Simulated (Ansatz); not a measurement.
## BP (F-43m), phonons: input and output

Computed with LDA, PAW on Ansatz 0.2.0's default frozen-core files (fitted under PBE), scalar-relativistic; not a measurement.

Cell and atoms were relaxed beforehand by PAW with this functional.

Command:

```sh
ansatz run input.yaml --threads 1 --pin off --max-ram 3072MiB --backend cpu --events-out ev --progress --plain --runs-dir out
```

input.yaml:

```yaml
crystal:
  lattice:
    - [0.0, 2.24538127326, 2.24538127326]
    - [2.24538127326, 0.0, 2.24538127326]
    - [2.24538127326, 2.24538127326, 0.0]
  atoms:
    - { symbol: B, position: [0.0, 0.0, 0.0] }
    - { symbol: P, position: [0.75, 0.75, 0.75] }
kpoints:
  mp_grid: { grid: [8, 8, 8] }
scf:
  occupations: { method: fixed }
hamiltonian:
  xc: lda
  pseudopotentials: { kind: paw }
phonons:
  method: dfpt
  dielectric: true
  rigid_motions: translations
```

The program printed:

```
Warning: RAYON_NUM_THREADS=1 ignored (pool sized by the plan → 1); use --threads N
Engine: ansatz 0.2.0, x86_64-unknown-linux-gnu
Pseudopotentials: kind: paw
Pseudopotential: B, paw, valence charge 3, recommended cutoff 420 eV (normal), B.paw.azcp
Pseudopotential: P, paw, valence charge 5, recommended cutoff 420 eV (normal), P.paw.azcp
Functional definition: SPW92
  exchange = slater_x
  correlation = pw_c
Crystal: 2 atoms, lattice volume = 22.641 Å³
Basis set: ecut = 420 eV, 459 PW (Γ), exchange–correlation on 48×48×48 points (8 copies of the dense FFT grid, shifted against one another)
Bands: 8, of which v1, the nominal top of the filled ones, is band 4 counted from 1 (3 counted from 0)
Symmetry: 24 space group operations
k-points: 95 of 512 (irreducible under 4 space group operations, time reversal used)
Non-local potential: B, projectors of the file, l = 0: 2, l = 1: 2, l = 2: 1
Non-local potential: P, projectors of the file, l = 0: 2, l = 1: 2, l = 2: 2
PAW form: soft (Blöchl's): semilocal exchange-correlation on the pseudo side does not see the compensation charge
PAW frozen core: B, regenerated for the run's functional, and the local potential with it (the file was generated under x = pbe(κ = 0.804, μ = 0.2195149727645171), c = pbe(β = 0.06672455060314922))
PAW frozen core: P, regenerated for the run's functional, and the local potential with it (the file was generated under x = pbe(κ = 0.804, μ = 0.2195149727645171), c = pbe(β = 0.06672455060314922))
PAW one-centre angular grid: B, 110 points (default); XC on 64 Gauss nodes
PAW one-centre angular grid: P, 110 points (default); XC on 64 Gauss nodes
Initial density: superposition of atomic densities (neutral atoms: chi_scale 0, normalization atom), corrected by the library's trained network
Initial wavefunctions: pseudopotential atomic-orbital guess
Functional: x = slater, c = lda
SCF iter   1: F=—  HF=-876.636808 eV  |F-HF|=—  |Δ(HF+E_count)|=         —  Δρ=5.33e-3  dr2=4.96e-3  ethr=1.77e-3  ⟨swp⟩=5.1  Hψ=5572  notcnv=0  defer=182
preconditioner: auto → none  [insulator: Δε(μ)=1.175 eV  Ē_g=12.940 eV  n_scr=0 (ndim 8)  ℏωp=22.1 eV  f_vac=0.000  ε∞_Penn≈3.9]
SCF iter   2: F=—  HF=-876.635918 eV  |F-HF|=—  |Δ(HF+E_count)|=   8.90e-4  Δρ=2.38e-3  dr2=7.84e-4  ethr=6.19e-5  ⟨swp⟩=2.4  Hψ=1876  notcnv=0  defer=179
SCF iter   3: F=—  HF=-876.635740 eV  |F-HF|=—  |Δ(HF+E_count)|=   1.78e-4  Δρ=1.06e-3  dr2=1.19e-4  ethr=9.80e-6  ⟨swp⟩=3.0  Hψ=1277  notcnv=0  defer=179
SCF iter   4: F=—  HF=-876.635726 eV  |F-HF|=—  |Δ(HF+E_count)|=   1.34e-5  Δρ=4.69e-4  dr2=2.49e-5  ethr=1.49e-6  ⟨swp⟩=1.0  Hψ=760  notcnv=0  defer=169
SCF iter   5: F=—  HF=-876.635722 eV  |F-HF|=—  |Δ(HF+E_count)|=   4.29e-6  Δρ=1.09e-4  dr2=1.71e-6  ethr=3.11e-7  ⟨swp⟩=1.0  Hψ=760  notcnv=0  defer=155
SCF iter   6: F=—  HF=-876.635723 eV  |F-HF|=—  |Δ(HF+E_count)|=   7.72e-7  Δρ=1.55e-5  dr2=5.81e-8  ethr=2.14e-8  ⟨swp⟩=2.0  Hψ=1113  notcnv=0  defer=148
SCF iter   7: F=—  HF=-876.635722 eV  |F-HF|=—  |Δ(HF+E_count)|=   7.33e-7  Δρ=1.16e-6  dr2=2.17e-10  ethr=7.26e-10  ⟨swp⟩=2.3  Hψ=1130  notcnv=0  defer=155
[... 3 lines left out ...]
NSCF: frozen V_eff on 13 k-points
DFPT response loops at Γ: preconditioner auto → none (the input reference at scf.mixing.eps_inf says where Resta's filter doesn't serve); β = 0.50; Broyden in place of MSR1
── the response to a field inside a basis, on 8×8×8 k-points: an SCF that follows is theirs, and a resumed run solves both again ──
Bands: 5, of which v1, the nominal top of the filled ones, is band 4 counted from 1 (3 counted from 0)
k-points: 60 of 512 (irreducible under 6 space group operations, time reversal used)
Initial density: handed on by an earlier stage of this run
Initial wavefunctions: pseudopotential atomic-orbital guess (no wavefunctions were taken with the density)
Eigensolver: Dense (60 Hₖ)
SCF iter   1: F=—  HF=-876.638743 eV  |F-HF|=—  |Δ(HF+E_count)|=         —  Δρ=2.03e-4  dr2=2.19e-6  ethr=1.00e-1
preconditioner: auto → none  [insulator: Δε(μ)=1.488 eV  Ē_g=9.947 eV  n_scr=0 (ndim 8)  ℏωp=22.1 eV  f_vac=0.000  ε∞_Penn≈5.9]
SCF iter   2: F=—  HF=-876.638744 eV  |F-HF|=—  |Δ(HF+E_count)|=   7.20e-7  Δρ=9.91e-5  dr2=3.70e-7  ethr=2.74e-8
SCF iter   3: F=-876.638744 eV  HF=-876.638744 eV  |F-HF|=1.21e-9  |Δ(HF+E_count)|=   3.49e-7  Δρ=1.53e-5  dr2=1.69e-8  ethr=4.62e-9
SCF 1 converged in 3 iterations: F = -876.638744 eV  dr2 = 1.69e-8
DFPT response loops at Γ: mixed as the last ones told, above
WARN: field response: ε∞ stands inside a basis, on 8×8×8 points; the force constants stand on the 8×8×8 k-mesh, whose period is 12.08 times the interband length at k = (0.0000, 0.0000, 0.0000), direct gap 3.426 eV, under 14: take ...
SCF converged after 8 iterations
Free energy (F): -876.635722 eV
Harris-Foulkes:  -876.635722 eV  (|F-HF|=5.23e-12)
Internal energy: -876.635722 eV  (E = F + TS)
E sigma→0 (E₀):  -876.635722 eV
Fermi energy:    9.486980 eV
--- Per-component energies (eV) ---
  E_band       = 23.228129
  E_kinetic    = 123.641851
  E_local      = -67.924449  (includes V_loc(G=0)·N_el)
  E_nonlocal   = 47.112015
  E_hartree    = 16.590023
  E_xc         = -94.955341
  E_vxc        = -101.254281  (∫ρ·V_xc dr)
  E_paw        = -612.768459  (= ΣΔE_a)
  E_vpaw       = -11.527053  (= ΣTr[D̂ρ^β])
  E_aug_tail   = -0.000000  (compensation charges beyond the density's cutoff)
  E_ewald      = -288.494547
  E_core_change = 0.163186  (= ΣΔE_core)
  E_smearing   = -0.000000  (= −TS)
  E_closure    = 0.000000  (closes the sum)
  Σ components = -876.635722   (vs F -876.635722, Δ=0.00e0)
  k mesh reduced under 4 symmetry operations, with k and −k counted as one. Each operation leaves every solved perturbation unchanged. A smaller set is not considered because the run solves the response to a homogeneous field
  ASR residual: 1.096e-4 → 0.000e0 eV/Å²; symmetrization residual: 1.140e-7 eV/Å²
  ASR residual per site (eV/Å²): 9.69e-6 1.10e-4
  Γ frequencies (cm⁻¹): 0.00 0.00 0.00 820.81 820.81 820.81
  ε∞ (high-frequency dielectric tensor):
        9.180052    -0.000000    -0.000000
       -0.000000     9.180052     0.000000
       -0.000000     0.000000     9.180052
  ε⁰ (static dielectric tensor: ions relaxed, cell fixed):
        9.344462    -0.000000    -0.000000
       -0.000000     9.344462     0.000000
       -0.000000     0.000000     9.344462
  ε⁰ − ε∞ (ionic part):
        0.164410     0.000000     0.000000
        0.000000     0.164410     0.000000
        0.000000     0.000000     0.164410
  softest optical mode at Γ: 820.81 cm⁻¹; the repairs (sum rule, projections) moved no ω² at Γ by more than (0.99 cm⁻¹)²
  Born effective charges Z* (e; rows j = field, columns β = displacement):
    site 0:
        -0.63908    0.00000   -0.00000
        -0.00000   -0.63908   -0.00000
        -0.00000    0.00000   -0.63908
    site 1:
         0.63908   -0.00000    0.00000
         0.00000    0.63908    0.00000
         0.00000   -0.00000    0.63908
  Z* charge neutrality: 7.859e-5 e pre-enforcement
  solved inside a basis spanned on kpoints, on 8×8×8 k-points, its susceptibility summed on 12×12×12: ε∞ is read to err by 3.0e-2, Z* by 5.5e-3 e (field_mesh: kpoints solves on kpoints); Z* is corrected for what the basis lacks
  optical modes at Γ without the LO–TO term, one row a degenerate level:
      ω (cm⁻¹)  modes    IR ((D/Å)²/amu)
        820.81      3             3.5276
  optical modes at Γ + LO–TO along q̂ = [1.0000, 0.0000, 0.0000]:
      ω (cm⁻¹)  modes    IR ((D/Å)²/amu)
        820.81      2             2.3517
        828.13      1             1.1759
  optical modes at Γ + LO–TO along q̂ = [0.0000, 1.0000, 0.0000]:
      ω (cm⁻¹)  modes    IR ((D/Å)²/amu)
        820.81      2             2.3517
        828.13      1             1.1759
  optical modes at Γ + LO–TO along q̂ = [0.0000, 0.0000, 1.0000]:
      ω (cm⁻¹)  modes    IR ((D/Å)²/amu)
        820.81      2             2.3517
        828.13      1             1.1759
```

The run converged.

### Zone-centre phonons

Harmonic phonons of a crystal by Kohn-Sham DFT at the given cell, standard atomic masses, acoustic sum rule imposed; negative wavenumbers are unstable modes; optical zone-centre levels upwards with Mulliken labels, activity, and the element with most of the kinetic energy.

* Point group: -43m

```tsv
number	phonon wavenumber (cm⁻¹)	label	infrared	raman	lead element
1	820.8	T2	yes	yes	B
```

### Field response

Linear response of an insulating crystal by Kohn-Sham DFT to a field and to zone-centre displacements, local fields included; Born charges neutralised; LO modes for wave vectors along x and z; Cartesian axes as in the input.

```json
{
  "Dielectric electronic (x, y, z)": "9.18, 9.18, 9.18",
  "Dielectric static (x, y, z)": "9.344, 9.344, 9.344",
  "Highest phonon with field along x": "828.1 cm⁻¹",
  "Highest phonon with field along z": "828.1 cm⁻¹",
  "Highest phonon without field": "820.8 cm⁻¹"
}
```

```csv
atom,born charge xx (e),born charge yy (e),born charge zz (e)
B1,-0.639,-0.639,-0.639
P2,0.639,0.639,0.639
```

Keep in mind: frozen-core PAW files fitted under PBE, their cores solved anew for the functional of the run; zone-boundary modes aren't tested; field response not resolved by the mesh; no LO-TO term at the zone centre.

It took 7.6 s on 1 thread of Intel(R) Xeon(R) 6975P-C (Granite Rapids), on a shared host, peak memory 0.43 GiB.
